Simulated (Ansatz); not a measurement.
Relaxing Ta

Method: Ansatz 0.2.0, DFT PBE, scalar-relativistic, plane waves, PAW. Cutoff 420 eV, Γ-centred k mesh, Gaussian smearing, no spin polarisation in the final step.

The start puts Ta on the sites of a reported K cell (Cmmm, No. 65), at a guessed volume.

```xyz
5
Lattice="2.5154 -3.7544 0.0000 2.5154 3.7544 0.0000 0.0000 0.0000 5.6867" Properties=species:S:1:pos:R:3 pbc="T T T"
Ta    1.2577   -1.8772    1.4217
Ta    1.2577    1.8772    4.2650
Ta    1.2577    1.8772    1.4217
Ta    1.2577   -1.8772    4.2650
Ta    0.0000    0.0000    0.0000
```

Cell and atoms relax at zero pressure; the relaxation can't lower the symmetry of the start. After a coarse first stage the cell is made exact in the group found at 0.06 Å.

Energies count from the standard state of Ta at the same level.

Task: Describe the relaxed structure.

Result: It ends in P4/mmm (No. 123). Conventional cell: a = 3.906 Å, c = 6.947 Å. Ta on Wyckoff site i (4 atoms of the primitive cell) is coordinated by 7 Ta at 2.76–2.86 Å; Ta on Wyckoff site a (1 atom of the primitive cell) is coordinated by 8 Ta at 2.86 Å.

```cif
data_structure
_symmetry_space_group_name_H-M 'P4/mmm'
_symmetry_Int_Tables_number 123
_cell_length_a 3.9059
_cell_length_b 3.9059
_cell_length_c 6.9465
_cell_angle_alpha 90.000
_cell_angle_beta 90.000
_cell_angle_gamma 90.000
_cell_volume 105.98
loop_
_atom_site_label
_atom_site_type_symbol
_atom_site_symmetry_multiplicity
_atom_site_Wyckoff_symbol
_atom_site_fract_x
_atom_site_fract_y
_atom_site_fract_z
_atom_site_occupancy
Ta1 Ta 4 i 0.50000 0.00000 0.30026 1
Ta2 Ta 1 a 0.00000 0.00000 0.00000 1
```

Task: What are its volume, energy, density and gap?

Result: The volume per atom is 21.20 Å³, the density is 14.18 g/cm³ and the energy over the standard structure is 1.01 eV/atom. The gap on the 10×10×6 mesh is 0 eV (a metal).

The final run used a 10×10×6 mesh on its 5-atom cell and 0.10 eV smearing. For metals, differences of a few meV/atom aren't resolved. Spin–orbit coupling is left out. A structure relaxed within its symmetry needn't be a true minimum.